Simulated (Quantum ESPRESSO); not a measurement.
Runs of Quantum ESPRESSO 7.5 on Gd. Symmetry: Im-3m, No. 229, cubic system. The conventional cell has a = 4.050 Å, b = 4.050 Å, c = 4.050 Å, α = 90.00°, β = 90.00°, γ = 90.00°. Gd (site symmetry m-3m) is surrounded by 8 Gd at 3.51 Å. This isn't the form of Gd at room conditions, which is hcp.

```csv
task,level,cell,gap on the mesh (eV),pressure (GPa),moment (μB)
single point,PBEsol,as given,none,-2.4,7.64
band structure,PBEsol,as given,none,-2.4,7.64
single point,PBEsol,cell strained at random at fixed volume,none,-2.4,7.65
single point,PBE,as given,none,(a),7.62
```

Alike in all rows: potentials or basis SSSP 1.3 efficiency PBE; spin collinear, ferromagnetic start; k mesh 9 × 9 × 9; cutoff (eV) 748; smearing fermi-dirac 0.05 eV.

Estimate the missing entries.

(a) -0.2.

Caveats: spin-orbit coupling is left out, which moves the levels of the heavy elements; the potentials were made for another functional, which shifts forces and pressure (some runs).

A k mesh can miss the band edges, and the runs leave out spin-orbit coupling on Gd.

A gap of «none» marks a metal or a gap under the smearing width.
